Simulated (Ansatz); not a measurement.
Evanescent states of LiI (Fm-3m, rock salt, 2 atoms a cell, 26.6 Å³ an atom) along the normal of (001)

All values below come from r2SCAN (plane waves, PAW; Ansatz, a first-principles code).

No gap correction and no spin-orbit coupling; mid-gap is the computed energy nearest the middle.

Energies count from the valence-band top; κ is the least over a 8×8 mesh across the current.

```json
[
 {"E (eV)": "0.12", "κ (1/Å)": "0.113", "where": "Γ"},
 {"E (eV)": "0.34", "κ (1/Å)": "0.187", "where": "Γ"},
 {"E (eV)": "0.57", "κ (1/Å)": "0.234", "where": "Γ"},
 {"E (eV)": "0.81", "κ (1/Å)": "0.267", "where": "Γ"},
 {"E (eV)": "1.03", "κ (1/Å)": "0.293", "where": "Γ"},
 {"E (eV)": "1.26", "κ (1/Å)": "0.312", "where": "off Γ"},
 {"E (eV)": "1.50", "κ (1/Å)": "0.321", "where": "off Γ"},
 {"E (eV)": "1.73", "κ (1/Å)": "0.328", "where": "off Γ"},
 {"E (eV)": "1.96", "κ (1/Å)": "0.333", "where": "off Γ"},
 {"E (eV)": "2.19", "κ (1/Å)": "0.335", "where": "off Γ"},
 {"E (eV)": "2.42", "κ (1/Å)": "0.335", "where": "off Γ"},
 {"E (eV)": "2.65", "κ (1/Å)": "0.333", "where": "off Γ"},
 {"E (eV)": "2.88", "κ (1/Å)": "0.329", "where": "off Γ"},
 {"E (eV)": "3.10", "κ (1/Å)": "0.324", "where": "off Γ"},
 {"E (eV)": "3.33", "κ (1/Å)": "0.316", "where": "off Γ"},
 {"E (eV)": "3.56", "κ (1/Å)": "0.305", "where": "off Γ"},
 {"E (eV)": "3.79", "κ (1/Å)": "0.292", "where": "off Γ"},
 {"E (eV)": "4.03", "κ (1/Å)": "0.277", "where": "off Γ"},
 {"E (eV)": "4.25", "κ (1/Å)": "0.258", "where": "off Γ"},
 {"E (eV)": "4.49", "κ (1/Å)": "0.231", "where": "Γ"},
 {"E (eV)": "4.71", "κ (1/Å)": "0.186", "where": "off Γ"},
 {"E (eV)": "4.95", "κ (1/Å)": "0.087", "where": "off Γ"}
]
```

Task: How thick must the barrier be to attenuate the transmission by 10^6 when the electrodes' Fermi level lies at 4.95 eV, and what attenuation does that film give at 0.34 eV?

Result: d = 6 ln 10 / (2 × 0.087) = 79.4 Å. At 0.34 eV it gives 6 × 0.187/0.087 = 12.9 decades.
